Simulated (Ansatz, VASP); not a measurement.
**SnTe: VASP beside Ansatz**

INCAR

```
PREC = Accurate ; ENCUT = 520
EDIFF = 1E-6 ; ISMEAR = 0
SIGMA = 0.03 ; LREAL = False
LASPH = True ; NELM = 100
ALGO = Normal ; ISIF = 2
LWAVE = False ; LCHARG = False
GGA = PE ; NBANDS = 17
```

File KPOINTS:

```
Automatic mesh
0
Gamma
  10 10 10
```

The input POSCAR:

```
SnTe
1.0
    0.0000000000      3.4090200000      2.9039800000
    3.4090200000      0.0000000000      2.9039800000
    3.4090200000      3.4090200000      0.0000000000
Sn Te
1 1
Direct
    0.0000000000      0.0000000000      0.0000000000
    0.5000000000      0.5000000000      0.5000000000
```

Input for Ansatz:

```yaml
crystal:
  lattice:
    - [0.0, 3.40902, 2.90398]
    - [3.40902, 0.0, 2.90398]
    - [3.40902, 3.40902, 0.0]
  atoms:
    - { symbol: Sn, position: [0.0, 0.0, 0.0] }
    - { symbol: Te, position: [0.5, 0.5, 0.5] }
basis:
  ecutwfc: 420
kpoints:
  mp_grid: { grid: [10, 10, 10] }
hamiltonian:
  xc: pbe
scf:
  occupations: { method: gaussian, width: 0.03 }
output:
  forces: true
  stress: true
  eigenvalues: true
```

Change from the starting cell: strain +0.080 along x and y, -0.080 along z, atoms carried along.

Alike in both runs: task single point; functional PBE; k mesh 10 × 10 × 10; occupations gaussian, width 0.03 eV; no spin polarisation.

```csv
,VASP,Ansatz
version,VASP 6.6.1,Ansatz 0.2.0
potentials or method,"VASP PAW PBE potentials, release 64 (Sn_d, Te)","scalar-relativistic, plane waves, PAW"
plane-wave cutoff (eV),520,420
valence electrons in the cell,20,30
```

VASP gave:

```
gap on the k mesh at the Fermi level (eV)       : none
pressure (GPa)                                  : 1.8
largest component of the traceless stress (GPa) : 12.66
```

**Question.** Which values does Ansatz return?

**Answer.** gap on the k mesh at the Fermi level (eV): none; pressure (GPa): 1.9; largest component of the traceless stress (GPa): 12.69.

A gap of «none» marks a metal or a gap that the smearing closes. The functional is the same, so the differences come from potentials, cutoffs and numerics. The two sets of potentials don't hold the same shells in valence.

The runs have no spin-orbit coupling, so splittings on Te are missing.
